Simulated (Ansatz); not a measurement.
# CaSe: band gap under strain

How does strain move the band edges of rocksalt CaSe, and do the functionals agree on it? States: +3.3 % strain along x alone; +3.2 % strain along [111] alone; -1.9 % strain along z alone.

Code: Ansatz 0.2.0. PAW datasets, plane waves. Computed at 0 K without zero-point motion; spin polarisation is off.

**1. Starting point**

The unstrained cell was relaxed with r2SCAN; in each strained cell the atoms were relaxed again with r2SCAN. Names of k-points are those of the unstrained zone, where strain can split equivalent points. First state: +3.3 % strain along x alone.

Space group I4/mmm (No. 139), tetragonal; conventional cell a = 4.197 Å, c = 6.129 Å, 26.99 Å³ an atom. Near Ca stand 6 Se at 2.97–3.06 Å; near Se stand 6 Ca at 2.97–3.06 Å.

The structure in full:

```xyz
2
Lattice="0.0000 2.9675 2.9675 3.0646 0.0000 2.9675 3.0646 2.9675 0.0000" Properties=species:S:1:pos:R:3 pbc="T T T"
Ca    0.0000    0.0000    0.0000
Se    3.0646    2.9675    2.9675
```

**2. +3.3 % strain along x alone: PBE**

File input.yaml:

```yaml
crystal:
  lattice:
    - [0.0, 2.9675351117, 2.9675351117]
    - [3.0645735098, 0.0, 2.9675351117]
    - [3.0645735098, 2.9675351117, 0.0]
  atoms:
    - { symbol: Ca, position: [0.0, 0.0, 0.0] }
    - { symbol: Se, position: [0.5, 0.5, 0.5] }
kpoints:
  mp_grid: { grid: [8, 8, 8] }
  band_path:
    path:
      - [0.0, 0.0, 0.0]
      - [0.5, 0.0, 0.5]
      - [0.625, 0.25, 0.625]
      - [0.375, 0.375, 0.75]
      - [0.5, 0.5, 0.5]
      - [0.5, 0.25, 0.75]
    npoints: 1
hamiltonian:
  xc: pbe
scf:
  occupations: { method: fermi_dirac, width: 0.02 }
  n_extra_bands: 4
output:
  forces: true
  stress: true
  eigenvalues: true
  write_density: true
  write_potential: true
  elf: true
  volumetric_format: npy
```

The run is started by

```
$ ansatz run input.yaml --threads 4 --pin off --max-ram 3686MiB --backend cpu --events-out ev --progress --plain --runs-dir out
```

The runs that follow: +3.3 % strain along x alone: r2SCAN; +3.3 % strain along x alone: HSE06; +3.2 % strain along [111] alone: PBE; +3.2 % strain along [111] alone: r2SCAN; +3.2 % strain along [111] alone: HSE06; -1.9 % strain along z alone: PBE; -1.9 % strain along z alone: r2SCAN; -1.9 % strain along z alone: HSE06.

Q: Predict the outcome of this session.

**Answer**, as computed:

Least gap in eV (negative: overlap):

```
                          state   PBE  r2SCAN  HSE06
    +3.3 % strain along x alone  2.12    2.58   3.07
+3.2 % strain along [111] alone  2.06    2.52   3.01
    -1.9 % strain along z alone  2.00    2.45   2.94
```

**Reading.** Where both were run, the HSE06 gap lies +0.94 eV from PBE's, each on its own k points. In PBE the gap is least under -1.9 % strain along z alone (2.00 eV) and largest under +3.3 % strain along x alone (2.12 eV).
